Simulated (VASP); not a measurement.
# TiAl₃, equation of state: which settings are enough?

TiAl₃, Pm-3m (no. 221), 4 atoms in the cell. RevPBE; PAW potentials Ti_sv, Al (PBE set). VASP 6.6.1.

Wanted: equilibrium volume within 0.125 %; bulk modulus within 1 %.

What the run is for: choice of potentials; Accuracy asked: tight; Volumes (times the given one): 0.91, 0.94, 0.97, 1, 1.03, 1.06, 1.09.

## Potentials and cutoff

| Potentials and cutoff | Equilibrium volume (Å³/atom) | Bulk modulus (GPa) | Time (s) |
|---|---|---|---|
| Ti_sv_GW Al_GW, ENCUT 620 | 16.01 | 102.5 | 143 |
| Ti_sv Al, ENCUT 450 | 16.02 | 102.2 | 75 |
| Ti Al, ENCUT 450 | 15.97 | 104.2 | 58 |

## Question

For each series: keep the first row unless others stay within the tolerance and take at least 30 % less time, and then take the fastest.

## Answer

- Potentials and cutoff: Ti_sv Al, ENCUT 450

## All choices together

| Input | Equilibrium volume (Å³/atom) | Bulk modulus (GPa) | Time (s) |
|---|---|---|---|
| chosen settings | 16.02 | 102.2 | 75 |
| reference settings throughout | 16.01 | 102.5 | 143 |

The tolerance is met.

## The input

INCAR:
```
ALGO = Normal
EDIFF = 1E-7
ENCUT = 450
GGA = RE
GGA_COMPAT = F
ISIF = 2
ISMEAR = 1
LASPH = T
LCHARG = F
LREAL = F
LWAVE = F
NELM = 120
NSW = 0
PREC = Accurate
SIGMA = 0.1
```

KPOINTS:
```
k-points
0
Gamma
  8 8 8
```

POSCAR.step1:
```
TiAl3
1.0
    3.8332515647      0.0000000000      0.0000000000
    0.0000000000      3.8332515647      0.0000000000
    0.0000000000      0.0000000000      3.8332515647
Ti Al
1 3
Direct
    0.0000000000      0.0000000000      0.0000000000
    0.0000000000      0.5000000000      0.5000000000
    0.5000000000      0.0000000000      0.5000000000
    0.5000000000      0.5000000000      0.0000000000
```

POSCAR.step2:
```
TiAl3
1.0
    3.8749206071      0.0000000000      0.0000000000
    0.0000000000      3.8749206071      0.0000000000
    0.0000000000      0.0000000000      3.8749206071
Ti Al
1 3
Direct
    0.0000000000      0.0000000000      0.0000000000
    0.0000000000      0.5000000000      0.5000000000
    0.5000000000      0.0000000000      0.5000000000
    0.5000000000      0.5000000000      0.0000000000
```

POSCAR.step3:
```
TiAl3
1.0
    3.9157122428      0.0000000000      0.0000000000
    0.0000000000      3.9157122428      0.0000000000
    0.0000000000      0.0000000000      3.9157122428
Ti Al
1 3
Direct
    0.0000000000      0.0000000000      0.0000000000
    0.0000000000      0.5000000000      0.5000000000
    0.5000000000      0.0000000000      0.5000000000
    0.5000000000      0.5000000000      0.0000000000
```

POSCAR.step4:
```
TiAl3
1.0
    3.9556712500      0.0000000000      0.0000000000
    0.0000000000      3.9556712500      0.0000000000
    0.0000000000      0.0000000000      3.9556712500
Ti Al
1 3
Direct
    0.0000000000      0.0000000000      0.0000000000
    0.0000000000      0.5000000000      0.5000000000
    0.5000000000      0.0000000000      0.5000000000
    0.5000000000      0.5000000000      0.0000000000
```

POSCAR.step5:
```
TiAl3
1.0
    3.9948388591      0.0000000000      0.0000000000
    0.0000000000      3.9948388591      0.0000000000
    0.0000000000      0.0000000000      3.9948388591
Ti Al
1 3
Direct
    0.0000000000      0.0000000000      0.0000000000
    0.0000000000      0.5000000000      0.5000000000
    0.5000000000      0.0000000000      0.5000000000
    0.5000000000      0.5000000000      0.0000000000
```

POSCAR.step6:
```
TiAl3
1.0
    4.0332531278      0.0000000000      0.0000000000
    0.0000000000      4.0332531278      0.0000000000
    0.0000000000      0.0000000000      4.0332531278
Ti Al
1 3
Direct
    0.0000000000      0.0000000000      0.0000000000
    0.0000000000      0.5000000000      0.5000000000
    0.5000000000      0.0000000000      0.5000000000
    0.5000000000      0.5000000000      0.0000000000
```

POSCAR.step7:
```
TiAl3
1.0
    4.0709492672      0.0000000000      0.0000000000
    0.0000000000      4.0709492672      0.0000000000
    0.0000000000      0.0000000000      4.0709492672
Ti Al
1 3
Direct
    0.0000000000      0.0000000000      0.0000000000
    0.0000000000      0.5000000000      0.5000000000
    0.5000000000      0.0000000000      0.5000000000
    0.5000000000      0.5000000000      0.0000000000
```

Commands (each step's output is kept before the next begins):
```
cat potpaw_PBE.64/Ti_sv/POTCAR potpaw_PBE.64/Al/POTCAR > POTCAR
cp POSCAR.step1 POSCAR
mpirun -np 1 vasp_std > vasp.out
cp POSCAR.step2 POSCAR
mpirun -np 1 vasp_std > vasp.out
cp POSCAR.step3 POSCAR
mpirun -np 1 vasp_std > vasp.out
cp POSCAR.step4 POSCAR
mpirun -np 1 vasp_std > vasp.out
cp POSCAR.step5 POSCAR
mpirun -np 1 vasp_std > vasp.out
cp POSCAR.step6 POSCAR
mpirun -np 1 vasp_std > vasp.out
cp POSCAR.step7 POSCAR
mpirun -np 1 vasp_std > vasp.out
```

Limits: Total energies under different potentials can't be compared; the cell and the gap can.

The chosen input took VASP 6.6.1 75 s on 1 core (Intel Xeon 6975P-C (Granite Rapids)), a shared host.
